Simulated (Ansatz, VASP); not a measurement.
Given: the input of a run of Ansatz 0.2.0 on MnO.

Contents of input.yaml:

```yaml
crystal:
  lattice:
    - [0.0, 2.22200033, 2.22200033]
    - [2.1997803267, 0.0, 2.22200033]
    - [2.1997803267, 2.22200033, 0.0]
  atoms:
    - { symbol: Mn, position: [0.0, 0.0, 0.0], spin: 4.0 }
    - { symbol: O, position: [0.5, 0.5, 0.5] }
hamiltonian:
  xc: pbe
  pseudopotentials: { kind: paw }
magnetization:
  spin_polarized: true
kpoints:
  mp_grid: { grid: [7, 7, 7] }
scf:
  occupations: { method: fermi_dirac, width: 0.05 }
output:
  forces: true
  stress: true
  eigenvalues: true
relax:
  f_tol: 0.01
  max_steps: 40
```

Potentials or basis: Ansatz PAW.

Launch:

```bash
$ ansatz run input.yaml --threads 2 --pin off --max-ram 5632MiB --backend cpu --events-out ev --progress --plain --runs-dir out
```

Question: Translate it to VASP 6.6.1. Potentials there: VASP PAW PBE potentials, release 64 (Mn_pv, O).

Answer: As run (the cutoff follows the program's own potentials):

INCAR

```
PREC = Accurate
ENCUT = 520
EDIFF = 1E-6
ISMEAR = -1
SIGMA = 0.05
LREAL = False
LASPH = True
NELM = 120
ALGO = Fast
ISIF = 2
LWAVE = False
LCHARG = False
ISPIN = 2
MAGMOM = 4 0
LORBIT = 11
LMAXMIX = 4
GGA = PE
IBRION = 2
NSW = 60
EDIFFG = -0.005
```

Contents of KPOINTS:

```
regular mesh
0
Gamma
  7 7 7
```

The input POSCAR:

```
MnO
1.0
    0.0000000000      2.2220003300      2.2220003300
    2.1997803267      0.0000000000      2.2220003300
    2.1997803267      2.2220003300      0.0000000000
Mn O
1 1
Direct
    0.0000000000      0.0000000000      0.0000000000
    0.5000000000      0.5000000000      0.5000000000
```

Potentials or basis: VASP PAW PBE potentials, release 64 (Mn_pv, O).

The run is started by

```bash
$ cat potpaw_PBE.64/Mn_pv/POTCAR potpaw_PBE.64/O/POTCAR > POTCAR
$ mpirun -np 1 vasp_std > vasp.out
```

Both were run:

|  | VASP | Ansatz | Ansatz less VASP |
| --- | --- | --- | --- |
| gap on the k mesh at the Fermi level, each at its own relaxed structure (eV) | none | none | - |
| net moment per atom (μB) | 2.35 | 2.35 | 0.000 |
| size of the moment on the site where the two differ most (μB) | 4.28 | 3.98 | -0.299 |

Site moments also hang on the region over which each program counts them. A gap of «none» marks a metal or a gap that the smearing closes. The two sets of potentials don't hold the same shells in valence.

Caveats: the relaxation stopped at its first step, so nothing moved; a cell with one magnetic atom can't hold antiferromagnetic order, which such compounds often take; semilocal functionals often make such compounds metallic where correlation or magnetic order opens a gap, which also shifts bond lengths.
